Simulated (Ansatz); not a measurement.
Input and command of a plane-wave DFT calculation in Ansatz:

```yaml
crystal:
  lattice:
    - [5.0255414583, 0.0, 0.0]
    - [0.0, 5.0255414583, 0.0]
    - [0.0, 0.0, 3.5801400455]
  atoms:
    - { symbol: Fe, position: [0.0, 0.0, 0.0], spin: 2.35 }
    - { symbol: Fe, position: [0.0, 0.5, 0.0], spin: 3.03 }
    - { symbol: Fe, position: [0.5, 0.0, 0.0], spin: 3.03 }
    - { symbol: Fe, position: [0.5, 0.5, 0.0], spin: 2.94 }
    - { symbol: Ni, position: [0.25, 0.25, 0.5], spin: 0.75 }
    - { symbol: Ni, position: [0.25, 0.75, 0.5], spin: 0.75 }
    - { symbol: Ni, position: [0.75, 0.25, 0.5], spin: 0.75 }
    - { symbol: Ni, position: [0.75, 0.75, 0.5], spin: 0.75 }
    - { symbol: H, position: [0.0, 0.0, 0.5] }
basis:
  ecutwfc: 420
kpoints:
  mp_grid: { grid: [4, 4, 6] }
hamiltonian:
  xc: pbe
scf:
  occupations: { method: gaussian, width: 0.1 }
output:
  forces: true
  stress: true
  eigenvalues: true
  populations: true
magnetization:
  spin_polarized: true
relax:
  adjacent_minimum: "off"
  f_tol: 0.0325
  max_steps: 70
  cell: { stress_tol: 0.24 }
```

```bash
ansatz run input.yaml --threads 2 --pin off --max-ram 5120MiB --backend cpu --events-out ev --progress --plain --runs-dir out
```

Processor: Arm Neoverse V1, 2 threads, on a host shared with other jobs.

Task: Estimate time, memory and problem size.

Result: About 2.1 min on 2 threads of Arm Neoverse V1, with other jobs on the host, peak memory 0.68 GiB. It solves 91 bands at 24 k points (the mesh reduced by the symmetry that the task leaves, which can be less than the crystal's) with about 1817 plane waves (on the last cell), in 57 SCF iterations over 5 ionic steps.
